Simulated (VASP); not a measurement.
# PbSe (Clausthalite) (Fm-3m) in VASP: a series of runs, part 3 of 3

VASP 6.6.1.

### Step 6. Single point, r2SCAN

Input file POSCAR:

```
PbSe
1.0
    0.0000000000      3.0606500000      3.0606500000
    3.0606500000      0.0000000000      3.0606500000
    3.0606500000      3.0606500000      0.0000000000
Pb Se
1 1
Direct
    0.0000000000      0.0000000000      0.0000000000
    0.5000000000      0.5000000000      0.5000000000
```

Input file INCAR.step1:

```
PREC     = Accurate       # precision mode
ENCUT    = 520            # plane-wave cutoff, eV
ISMEAR   = -1             # smearing method
SIGMA    = 0.01           # smearing width, eV
LREAL    = F              # projectors in reciprocal space
LASPH    = T              # aspherical terms in the spheres
NELM     = 100            # most SCF steps
NBANDS   = 17             # bands
GGA      = PE             # functional
ALGO     = Normal         # electronic algorithm
EDIFF    = 1E-4           # SCF threshold, eV
LWAVE    = T              # write WAVECAR
LCHARG   = F              # write CHGCAR
```

Input file INCAR.step2:

```
PREC     = Accurate       # precision mode
ENCUT    = 520            # plane-wave cutoff, eV
EDIFF    = 1E-6           # SCF threshold, eV
ISMEAR   = -1             # smearing method
SIGMA    = 0.01           # smearing width, eV
LREAL    = F              # projectors in reciprocal space
LASPH    = T              # aspherical terms in the spheres
NELM     = 100            # most SCF steps
ALGO     = Normal         # electronic algorithm
ISIF     = 2              # what is computed and relaxed
LWAVE    = F              # write WAVECAR
LCHARG   = F              # write CHGCAR
METAGGA  = R2SCAN         # meta-GGA
LMIXTAU  = T            
NBANDS   = 17             # bands
ISTART   = 1
```

Input file KPOINTS:

```
regular mesh
0
Gamma
  6 6 6
```

Potentials or basis: VASP PAW PBE potentials, release 64 (Pb_d, Se).

The run is started by

```bash
cat potpaw_PBE.64/Pb_d/POTCAR potpaw_PBE.64/Se/POTCAR > POTCAR
cp INCAR.step1 INCAR
mpirun -np 1 vasp_std > vasp.out
cp INCAR.step2 INCAR
mpirun -np 1 vasp_std > vasp.out
```

OUTCAR:

```text
PREC = Accurate
   ENCUT = 520
   EDIFF = 1E-6
   ISMEAR = -1
   LREAL = F
   LASPH = T
   NELM = 100
   ISIF = 2
   METAGGA = R2SCAN
   ISTART = 1

 ion  position               nearest neighbor table
   1  0.000  0.000  0.000-   2 3.06   2 3.06   2 3.06   2 3.06   2 3.06   2 3.06
   2  0.500  0.500  0.500-   1 3.06   1 3.06   1 3.06   1 3.06   1 3.06   1 3.06

  LATTYP: Found a face centered cubic cell.
 ALAT       =     6.1213000000

  Lattice vectors:

 A1 = (   0.0000000000,   3.0606500000,   3.0606500000)
 A2 = (   3.0606500000,   0.0000000000,   3.0606500000)
 A3 = (   3.0606500000,   3.0606500000,   0.0000000000)

Analysis of symmetry for initial positions (statically):
=====================================================================
 Subroutine PRICEL returns:
 Original cell was already a primitive cell.

 Routine SETGRP: Setting up the symmetry group for a
 face centered cubic supercell.

 Subroutine GETGRP returns: Found 48 space group operations
 (whereof 48 operations were pure point group operations)
 out of a pool of 48 trial point group operations.

The static configuration has the point symmetry O_h .

Analysis of symmetry for dynamics (positions and initial velocities):
=====================================================================
 Subroutine PRICEL returns:
 Original cell was already a primitive cell.

 Routine SETGRP: Setting up the symmetry group for a
 face centered cubic supercell.

 Subroutine GETGRP returns: Found 48 space group operations
 (whereof 48 operations were pure point group operations)
 out of a pool of 48 trial point group operations.

The dynamic configuration has the point symmetry O_h .

 Subroutine INISYM returns: Found 48 space group operations
 (whereof 48 operations are pure point group operations),
 and found     1 'primitive' translations

----------------------------------------------------------------------------------------

                                     Primitive cell

  volume of cell :      57.3418

  direct lattice vectors                    reciprocal lattice vectors
     0.000000000  3.060650000  3.060650000    -0.163363991  0.163363991  0.163363991
     3.060650000  0.000000000  3.060650000     0.163363991 -0.163363991  0.163363991
     3.060650000  3.060650000  0.000000000     0.163363991  0.163363991 -0.163363991

  length of vectors
     4.328412740  4.328412740  4.328412740     0.282954733  0.282954733  0.282954733

  position of ions in fractional coordinates (direct lattice)
     0.000000000  0.000000000  0.000000000
     0.500000000  0.500000000  0.500000000

  ion indices of the primitive-cell ions
   primitive index   ion index
                 1           1
                 2           2

----------------------------------------------------------------------------------------

 KPOINTS: regular mesh

Automatic generation of k-mesh.
 Grid dimensions read from file:
 generate k-points for:    6    6    6

 Generating k-lattice:

  Cartesian coordinates                     Fractional coordinates (reciprocal lattice)
    -0.027227332  0.027227332  0.027227332     0.166666667  0.000000000  0.000000000
     0.027227332 -0.027227332  0.027227332     0.000000000  0.166666667  0.000000000
     0.027227332  0.027227332 -0.027227332     0.000000000  0.000000000  0.166666667

  Length of vectors
     0.047159122  0.047159122  0.047159122

  Shift w.r.t. Gamma in fractional coordinates (k-lattice)
     0.000000000  0.000000000  0.000000000

 Subroutine IBZKPT returns following result:
 ===========================================

 Found     16 irreducible k-points:

 Following reciprocal coordinates:
            Coordinates               Weight
  0.000000  0.000000  0.000000      1.000000
  0.166667  0.000000  0.000000      8.000000
  0.333333  0.000000  0.000000      8.000000
  0.500000  0.000000  0.000000      4.000000
  0.166667  0.166667  0.000000      6.000000
  0.333333  0.166667  0.000000     24.000000
[... 8 lines left out ...]
 -0.333333  0.333333  0.166667     24.000000
 -0.333333  0.500000  0.166667     12.000000
   k-points           NKPTS =     16   k-points in BZ     NKDIM =     16   number of bands    NBANDS=     17
   number of dos      NEDOS =    301   number of ions     NIONS =      2
   total plane-waves  NPLWV =  32768
   dimension x,y,z NGX =    32 NGY =   32 NGZ =   32
   dimension x,y,z NGXF=    64 NGYF=   64 NGZF=   64
   ions per type =               1   1
   NGX,Y,Z   is equivalent  to a cutoff of  12.29, 12.29, 12.29 a.u.
   NGXF,Y,Z  is equivalent  to a cutoff of  24.58, 24.58, 24.58 a.u.
 SYSTEM =  unknown system
   PREC   = accura    normal or accurate (medium, high low for compatibility)
   ISTART =      1    job   : 0-new  1-cont  2-samecut
   ICHARG =      0    charge: 1-file 2-atom 10-const
   ISPIN  =      1    spin polarized calculation?
   LNONCOLLINEAR =      F non collinear calculations
   LSORBIT =      F    spin-orbit coupling
   LASPH  =      T    aspherical Exc in radial PAW
   ENCUT  =  520.0 eV  38.22 Ry    6.18 a.u.   8.05  8.05  8.05*2*pi/ulx,y,z
   NELM   =    100;   NELMIN=  2; NELMDL=  0     # of ELM steps
   EDIFF  = 0.1E-05   stopping-criterion for ELM
   LREAL  =      F    real-space projection
   EDIFFG = 0.1E-04   stopping-criterion for IOM
   NSW    =      0    number of steps for IOM
   IBRION =     -1    ionic relax: 0-MD 1-quasi-New 2-CG
   NFREE  =      0    steps in history (QN), initial steepest desc. (CG)
   ISIF   =      2    stress and relaxation
   ISYM   =      2    0-nonsym 1-usesym 2-fastsym
   POTIM  = 0.5000    time-step for ionic-motion
   TEBEG  =    0.0;   TEEND  =   0.0 temperature during run
   PSTRESS=    0.0 pullay stress
   NELECT =      20.0000    total number of electrons
   NUPDOWN=      -1.0000    fix difference up-down
   EMIN   =  10.00;   EMAX   =-10.00  energy-range for DOS
   EFERMI =   0.00;   METHOD = LEGACY
   ISMEAR =    -1;   SIGMA  =   0.01  broadening in eV -4-tet -1-fermi 0-gaus
   EFERMI_NEDOS =   21; number of points for ismear=-14 and -15
   IALGO  =     38    algorithm
   IMIX   =      4    mixing-type and parameters
     AMIX     =   0.40;   BMIX     =  1.00
     AMIX_MAG =   1.60;   BMIX_MAG =  1.00
  volume/ion in A,a.u.               =      28.67       193.48
  Fermi-wavevector in a.u.,A,eV,Ry     =   1.152377  2.177676 18.068159  1.327972
  Thomas-Fermi vector in A             =   2.289028
   LORBIT       =      0    0 simple, 1 ext, 2 COOP (PROOUT), +10 PAW based schemes
   METAGGA = R2SCAN    functional components
   LHFCALC =     F    Hartree Fock is set to
   AEXX    =    0.0000 exact exchange contribution
   IVDW    =     0    specifies the selected vdW correction
   LEPSILON=     F    determine dielectric tensor
   LRPA    =     F    only Hartree local field effects (RPA)
 non-spin polarized calculation
  energy-cutoff  :      520.00
  volume of cell :       57.34
 maximum number of plane-waves:      1572
   NGX = 17   NGY = 17   NGZ = 17

 number of electron      20.0000000 magnetization

 Free energy of the ion-electron system (eV)
  ---------------------------------------------------
  ext. energy  EPLUGINS =         0.00000000
  ---------------------------------------------------
  free energy    TOTEN  =       -71.93351246 eV

  energy without entropy =      -71.93351246  energy(sigma->0) =      -71.93351246

 E-fermi :   5.2056     XC(G=0): -10.0688

 val. band max:        4.9206316575   @ k =   0.5000   0.0000   0.0000
 cond. band min:       5.5004796638   @ k =   0.5000   0.0000   0.0000
 fundamental gap:      0.5798480063
 Fermi energy:         5.2056221836

 k-point     1 :       0.0000    0.0000    0.0000
  band No.  band energies     occupation
      1     -12.5488      2.00000
      2     -12.5488      2.00000
      3     -12.5487      2.00000
      4     -12.5458      2.00000
      5     -12.5458      2.00000
      6      -9.2351      2.00000
[... 9 lines left out ...]
     16      11.8741      0.00000
     17      13.5499      0.00000
[... 281 lines left out ...]
 k-point    16 :      -0.3333    0.5000    0.1667
  band No.  band energies     occupation
      1     -12.6593      2.00000
      2     -12.5518      2.00000
      3     -12.5411      2.00000
      4     -12.5206      2.00000
      5     -12.5042      2.00000
      6      -7.7148      2.00000
[... 9 lines left out ...]
     16      17.2417      0.00000
     17      18.1151      0.00000

------------------------ aborting loop because EDIFF is reached ----------------------------------------

  FORCE on cell =-STRESS in cart. coord.  units (eV):
  Direction    XX          YY          ZZ          XY          YZ          ZX
  --------------------------------------------------------------------------------------
  -------------------------------------------------------------------------------------
  Total        0.5377538      0.5377538      0.5377538      0.0000000      0.0000000     -0.0000000
  in kB       15.0252963     15.0252963     15.0252963      0.0000000      0.0000000     -0.0000000
  external PRESSURE =      15.0252963 kB  Pullay stress =       0.0000000 kB

 VOLUME and BASIS-vectors are now :
 -----------------------------------------------------------------------------
  energy-cutoff  :      520.00
  volume of cell :       57.34
      direct lattice vectors                 reciprocal lattice vectors
     0.000000000  3.060650000  3.060650000    -0.163363991  0.163363991  0.163363991
     3.060650000  0.000000000  3.060650000     0.163363991 -0.163363991  0.163363991
     3.060650000  3.060650000  0.000000000     0.163363991  0.163363991 -0.163363991

 POSITION                                       TOTAL-FORCE (eV/Angst)
 -----------------------------------------------------------------------------------
      0.00000      0.00000      0.00000         0.000000      0.000000      0.000000
      3.06065      3.06065      3.06065        -0.000000     -0.000000      0.000000
 -----------------------------------------------------------------------------------
    total drift:                                0.000000     -0.000000     -0.000000

  FREE ENERGIE OF THE ION-ELECTRON SYSTEM (eV)
  ---------------------------------------------------
  free  energy   TOTEN  =       -71.9335124638 eV

  energy  without entropy=      -71.9335124638  energy(sigma->0) =      -71.93351246
```

Wall time 85 s (1 thread of AMD EPYC 7R13, shared host); peak memory 0.16 GiB.

What came out:

* Free energy: -71.9335 eV
* Pressure: 1.5 GPa
* Band gap on the k mesh: 0.58 eV, direct

Caveat: the PAW data sets were made with another functional, which shifts forces and pressure a little; spin-orbit coupling is left out, which moves the levels of the heavy elements.

### Step 7. The runs side by side

| level | potentials or basis | gap on the mesh (eV) | pressure (GPa) |
| --- | --- | --- | --- |
| PBEsol | VASP PAW PBE potentials, release 64 (Pb_d, Se) | 0.20 | -0.5 |
| revPBE | VASP PAW PBE potentials, release 64 (Pb_d, Se) | 0.35 | 3.7 |
| PBE | VASP PAW PBE potentials, release 64 (Pb_d, Se) | 0.29 | 2.4 |
| LDA | VASP PAW LDA potentials, release 64 (Pb_d, Se) | 0.16 | -2.1 |
| r2SCAN | VASP PAW PBE potentials, release 64 (Pb_d, Se) | 0.58 | 1.5 |

Alike in all rows: task single point; no spin polarisation; cell as given; k mesh 6 × 6 × 6; cutoff (eV) 520; smearing fermi-dirac 0.01 eV.

Caveats: spin-orbit coupling is left out, which moves the levels of the heavy elements; the PAW data sets were made with another functional, which shifts forces and pressure a little (some runs).

Absolute energies hang on the potentials; compare differences alone.

### Step 8. How close it comes

Step 2. Measured gap of PbSe: 0.15 eV (direct; 4.2 K; a printed reference work, monograph). This calculation gives 0.20 eV (+0.05 eV). 2 values of this kind are on record (0.15 to 0.28 eV); this one was drawn at random. Spin-orbit coupling on Pb, Se is left out. The value is that of PBEsol on a finite k mesh, which can miss the band edges, without temperature or zero-point motion.

Step 4. Against the measured gap of PbSe, 0.28 eV (direct; 300 K; a printed reference work, monograph), the calculated 0.29 eV is off by +0.01 eV. 2 values of this kind are on record (0.15 to 0.28 eV); this one was drawn at random. Spin-orbit coupling on Pb, Se is left out. The value is that of PBE on a finite k mesh, which can miss the band edges, without temperature or zero-point motion.

Step 5. Against the measured gap of PbSe, 0.15 eV (direct; 4.2 K; a printed reference work, monograph), the calculated 0.16 eV is off by +0.01 eV. 2 values of this kind are on record (0.15 to 0.28 eV); this one was drawn at random. Spin-orbit coupling on Pb, Se is left out. The value is that of LDA on a finite k mesh, which can miss the band edges, without temperature or zero-point motion.

Step 6. A measured gap of PbSe is 0.15 eV (direct; 4.2 K; a printed reference work, monograph); the calculated 0.58 eV misses it by +0.43 eV. 2 values of this kind are on record (0.15 to 0.28 eV); this one was drawn at random. Spin-orbit coupling on Pb, Se is left out. The value is that of r2SCAN on a finite k mesh, which can miss the band edges, without temperature or zero-point motion.
